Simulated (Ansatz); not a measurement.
Steps from a short run of molecular dynamics on a 2×2×2 supercell (16 atoms) of MgS (CsCl type), relaxed with r2SCAN; forces from r2SCAN in the plane-wave code Ansatz, 2×2×2 mesh, Fermi-Dirac smearing of 0.086 eV, a Nosé-Hoover thermostat at fixed volume, set at 1000 K. Spin polarisation is off, nuclei are classical, and the run is far too short for thermal averages. The structure comes from a prototype and may be hypothetical.

Cell vectors in Å:
```
6.5256 0.0000 0.0000
0.0000 6.5256 0.0000
0.0000 0.0000 6.5256
```

Q: At 18 fs the positions in Å are
```
Mg  -0.007   0.000  -0.264
S    1.642   1.571   1.657
Mg   0.029   0.054   3.123
S    1.582   1.689   4.875
Mg  -0.108   3.209   0.082
S    1.624   4.999   1.463
Mg   0.040   3.286   3.252
S    1.766   4.769   4.859
Mg   3.227  -0.026   0.094
S    4.845   1.623   1.495
Mg   3.236   0.026   3.208
S    4.828   1.673   4.869
Mg   3.348   3.278   0.297
S    4.776   4.757   1.763
Mg   3.264   3.253   3.500
S    5.057   4.999   4.940
```
What are the forces, and how far does the free energy (smearing included) lie above that of step 0, with the atoms on their sites?

A: -42.5 meV an atom; forces in eV/Å:
```
Mg   0.294   0.195   0.071
S    0.192   0.717   0.929
Mg   0.009   0.049   0.038
S   -1.219  -0.943   0.513
Mg   0.383   0.102  -0.524
S   -1.245   0.369  -0.494
Mg   0.035  -0.024   0.556
S    1.124  -0.045  -1.046
Mg   0.060   0.179  -0.570
S    0.815  -1.091  -0.547
Mg  -0.062  -0.072   0.499
S   -0.636   0.624  -1.040
Mg  -0.666  -0.128  -0.463
S   -0.190  -0.469   1.064
Mg   0.148  -0.068   0.230
S    0.957   0.606   0.785
```

Q: At 30 fs the positions in Å are
```
Mg   0.008   0.014  -0.432
S    1.659   1.566   1.718
Mg   0.047   0.093   3.032
S    1.492   1.682   4.887
Mg  -0.156   3.179   0.105
S    1.559   5.086   1.327
Mg   0.069   3.301   3.279
S    1.907   4.685   4.787
Mg   3.208  -0.032   0.121
S    4.851   1.565   1.377
Mg   3.215   0.039   3.201
S    4.754   1.731   4.802
Mg   3.363   3.280   0.466
S    4.688   4.644   1.902
Mg   3.275   3.241   3.668
S    5.209   5.096   5.007
```
What are the forces, and how far does the free energy (smearing included) lie above that of step 0, with the atoms on their sites?

A: -99.0 meV an atom; forces in eV/Å:
```
Mg   0.977   0.974   1.005
S    0.523   1.352   0.940
Mg  -0.182  -0.002   0.013
S   -1.406  -1.221   0.842
Mg   0.528   0.275  -0.681
S   -1.507  -0.122  -0.185
Mg   0.005  -0.003   0.704
S    0.527   1.081  -0.690
Mg   0.275   0.297  -0.868
S    1.152  -1.702  -0.351
Mg   0.042  -0.172   0.655
S   -0.464   0.475  -1.152
Mg  -1.232  -0.266  -0.775
S    0.263   0.120   0.930
Mg   0.576  -0.430  -0.537
S   -0.075  -0.658   0.151
```

Q: At 33 fs the positions in Å are
```
Mg   0.019   0.025  -0.468
S    1.666   1.573   1.740
Mg   0.051   0.102   3.010
S    1.460   1.672   4.895
Mg  -0.163   3.174   0.105
S    1.533   5.108   1.291
Mg   0.076   3.304   3.292
S    1.947   4.669   4.763
Mg   3.205  -0.031   0.121
S    4.860   1.540   1.344
Mg   3.210   0.041   3.205
S    4.732   1.749   4.778
Mg   3.357   3.279   0.502
S    4.667   4.615   1.944
Mg   3.282   3.236   3.707
S    5.249   5.118   5.026
```
What are the forces, and how far does the free energy (smearing included) lie above that of step 0, with the atoms on their sites?

A: -110.3 meV an atom; forces in eV/Å:
```
Mg   1.169   1.229   1.383
S    0.608   1.478   0.869
Mg  -0.264  -0.043  -0.005
S   -1.260  -1.128   0.853
Mg   0.524   0.335  -0.666
S   -1.458  -0.247  -0.079
Mg  -0.019   0.029   0.692
S    0.114   1.514  -0.415
Mg   0.324   0.288  -0.891
S    1.160  -1.732  -0.291
Mg   0.101  -0.208   0.643
S   -0.266   0.236  -1.014
Mg  -1.283  -0.303  -0.776
S    0.370   0.259   0.786
Mg   0.688  -0.561  -0.946
S   -0.508  -1.146  -0.144
```

Q: At 36 fs the positions in Å are
```
Mg   0.033   0.039  -0.498
S    1.675   1.583   1.764
Mg   0.053   0.112   2.988
S    1.425   1.659   4.906
Mg  -0.169   3.170   0.102
S    1.503   5.129   1.255
Mg   0.083   3.308   3.307
S    1.988   4.658   4.738
Mg   3.203  -0.029   0.117
S    4.872   1.510   1.312
Mg   3.205   0.042   3.212
S    4.709   1.767   4.751
Mg   3.346   3.276   0.535
S    4.647   4.587   1.987
Mg   3.291   3.228   3.743
S    5.287   5.137   5.045
```
What are the forces, and how far does the free energy (smearing included) lie above that of step 0, with the atoms on their sites?

A: -119.0 meV an atom; forces in eV/Å:
```
Mg   1.265   1.392   1.766
S    0.678   1.570   0.775
Mg  -0.352  -0.096  -0.024
S   -1.002  -0.923   0.800
Mg   0.498   0.401  -0.628
S   -1.350  -0.349   0.038
Mg  -0.047   0.076   0.666
S   -0.370   1.969  -0.101
Mg   0.361   0.251  -0.893
S    1.132  -1.687  -0.229
Mg   0.170  -0.248   0.613
S    0.031  -0.139  -0.782
Mg  -1.273  -0.328  -0.741
S    0.459   0.366   0.586
Mg   0.726  -0.644  -1.418
S   -0.926  -1.613  -0.426
```

Q: At 54 fs the positions in Å are
```
Mg   0.169   0.183  -0.508
S    1.766   1.734   1.939
Mg   0.034   0.153   2.854
S    1.210   1.582   4.987
Mg  -0.174   3.184   0.049
S    1.272   5.228   1.061
Mg   0.118   3.343   3.441
S    2.168   4.725   4.610
Mg   3.220  -0.011   0.033
S    4.999   1.259   1.114
Mg   3.199   0.026   3.286
S    4.622   1.808   4.584
Mg   3.206   3.241   0.681
S    4.561   4.450   2.244
Mg   3.360   3.163   3.798
S    5.443   5.141   5.121
```
What are the forces, and how far does the free energy (smearing included) lie above that of step 0, with the atoms on their sites?

A: -112.7 meV an atom; forces in eV/Å:
```
Mg  -2.246  -2.429   3.156
S    0.319   0.964   0.228
Mg  -0.584  -0.390   0.108
S    2.640   3.096  -1.442
Mg  -0.052   0.646  -0.117
S    0.421  -0.599   1.142
Mg  -0.226   0.497   0.390
S   -1.720   2.274   0.787
Mg   0.225  -0.407  -0.774
S    0.461  -0.186   0.425
Mg   0.609  -0.255   0.081
S    2.400  -3.679   1.225
Mg  -0.182   0.182  -0.456
S    0.836   0.645  -1.686
Mg  -1.925   1.237  -2.644
S   -0.975  -1.596  -0.423
```

Q: At 57 fs the positions in Å are
```
Mg   0.179   0.193  -0.473
S    1.785   1.770   1.970
Mg   0.023   0.156   2.833
S    1.190   1.587   4.994
Mg  -0.173   3.194   0.037
S    1.233   5.239   1.037
Mg   0.121   3.354   3.468
S    2.182   4.760   4.595
Mg   3.226  -0.010   0.009
S    5.026   1.211   1.084
Mg   3.204   0.020   3.302
S    4.626   1.788   4.564
Mg   3.176   3.235   0.699
S    4.554   4.433   2.277
Mg   3.358   3.161   3.773
S    5.457   5.124   5.128
```
What are the forces, and how far does the free energy (smearing included) lie above that of step 0, with the atoms on their sites?

A: -118.9 meV an atom; forces in eV/Å:
```
Mg  -2.509  -2.647   2.761
S    0.107   0.662   0.184
Mg  -0.530  -0.377   0.219
S    2.814   3.277  -1.487
Mg  -0.151   0.586  -0.021
S    0.858  -0.728   1.446
Mg  -0.263   0.524   0.332
S   -1.632   1.903   0.799
Mg   0.172  -0.490  -0.772
S    0.232   0.156   0.623
Mg   0.672  -0.135  -0.075
S    2.034  -3.449   1.059
Mg   0.062   0.374  -0.538
S    0.971   0.754  -2.144
Mg  -1.998   0.991  -2.046
S   -0.839  -1.401  -0.340
```
